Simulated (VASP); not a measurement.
Here is a VASP 6.6.1 calculation.

The input INCAR:

```
SYSTEM = HfC
ALGO = Normal ; EDIFF = 1E-7
EDIFFG = -0.005 ; ENCUT = 600
GGA = PE ; IBRION = 2
ISIF = 3 ; ISMEAR = 1
LASPH = .True. ; LCHARG = .False.
LREAL = .False. ; LWAVE = .False.
NELM = 80 ; NSW = 90
PREC = Accurate ; SIGMA = 0.1
```

KPOINTS

```
k-points
0
Gamma
  14 14 14
  0 0 0
```

Contents of POSCAR:

```
HfC                                     
1.0
    0.0000000000      2.3230638471      2.3230638471
    2.3230638471     -0.0000000000      2.3230638471
    2.3230638471      2.3230638471      0.0000000000
  Hf              C             
     1     1
Direct
     0.5000000000000000    0.5000000000000000    0.5000000000000000
     0.0000000000000000    0.0000000000000000    0.0000000000000000
```

Potentials or basis: VASP PAW PBE potentials, release 64 (Hf_pv, C).

Launch:

```console
$ cat potpaw_PBE.64/Hf_pv/POTCAR potpaw_PBE.64/C/POTCAR > POTCAR
$ mpirun -np 1 vasp_std > vasp.out
```

Question: Predict the band gap on the k mesh.

Answer: None (metal or under the smearing width).

Final structure:
```cif
data_structure
_symmetry_space_group_name_H-M 'P 1'
_symmetry_Int_Tables_number 1
_cell_length_a 3.2853
_cell_length_b 3.2853
_cell_length_c 3.2853
_cell_angle_alpha 60.000
_cell_angle_beta 60.000
_cell_angle_gamma 60.000
_cell_volume 25.07
loop_
_atom_site_label
_atom_site_type_symbol
_atom_site_fract_x
_atom_site_fract_y
_atom_site_fract_z
_atom_site_occupancy
Hf1 Hf 0.50000 0.50000 0.50000 1
C1 C 0.00000 0.00000 0.00000 1
```

Caveat: the relaxation stopped at its first step, so nothing moved. Spin-orbit coupling is left out, which matters for the levels of Hf.
